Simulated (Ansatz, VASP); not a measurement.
## One calculation of KI, two programs

File POSCAR:

```
KI
1.0
    0.0000000000      3.9658943916      3.9658943916
    3.9658943916      0.0000000000      3.9658943916
    3.9658943916      3.9658943916      0.0000000000
K I
1 1
Direct
    0.0000000000      0.0000000000      0.0000000000
    0.2500000000      0.2500000000      0.2500000000
```

INCAR.step1

```
PREC = Accurate
ENCUT = 520
ISMEAR = 0
SIGMA = 0.01
LREAL = False
LASPH = True
NELM = 80
NBANDS = 15
GGA = PE
ALGO = Normal
EDIFF = 1E-4
LWAVE = True
LCHARG = False
```

Contents of INCAR.step2:

```
PREC = Accurate
ENCUT = 520
EDIFF = 1E-7
ISMEAR = 0
SIGMA = 0.01
LREAL = False
LASPH = True
NELM = 80
ALGO = Normal
ISIF = 2
LWAVE = False
LCHARG = False
METAGGA = R2SCAN
LMIXTAU = True
NBANDS = 15
ISTART = 1
```

Contents of KPOINTS:

```
regular mesh
0
Gamma
  6 6 6
```

Input for Ansatz:

```yaml
crystal:
  lattice:
    - [0.0, 3.9658943916, 3.9658943916]
    - [3.9658943916, 0.0, 3.9658943916]
    - [3.9658943916, 3.9658943916, 0.0]
  atoms:
    - { symbol: K, position: [0.0, 0.0, 0.0] }
    - { symbol: I, position: [0.25, 0.25, 0.25] }
kpoints:
  mp_grid: { grid: [6, 6, 6] }
  band_path:
    path:
      - [0.0, 0.0, 0.0]
      - [-0.5, -0.5, 0.0]
      - [-0.375, -0.375, 0.25]
      - [-0.375, 0.0, 0.375]
      - [0.0, 0.0, 0.5]
      - [-0.5, -0.25, 0.25]
      - [0.0, 0.145833, -0.145833]
    npoints: 1
hamiltonian:
  xc: r2scan
scf:
  occupations: { method: fixed }
  n_extra_bands: 4
output:
  forces: true
  stress: true
  eigenvalues: true
```

Alike in both runs: task single point; functional r2SCAN; k mesh 6 × 6 × 6; no spin polarisation.

```csv
,VASP,Ansatz
version,VASP 6.6.1,Ansatz 0.2.0
potentials or method,"VASP PAW PBE potentials, release 64 (K_sv, I)","plane waves, PAW"
plane-wave cutoff (eV),520,500
occupations,"gaussian, width 0.01 eV",fixed
valence electrons in the cell,16,26
```

|  | VASP | Ansatz | Ansatz less VASP |
| --- | --- | --- | --- |
| gap on the k mesh at the Fermi level (eV) | 4.47 | 4.47 | +0.004 |
| pressure (GPa) | 0.0 | 0.0 | 0.00 |

The two sets of potentials don't hold the same shells in valence.

Caveats: the PAW data sets were made with another functional, which shifts forces and pressure a little (VASP); spin-orbit coupling is left out, which moves the levels of the heavy elements. r2SCAN opens gaps a little over a GGA but as a rule still falls short of measured ones. A k mesh can miss the band edges.
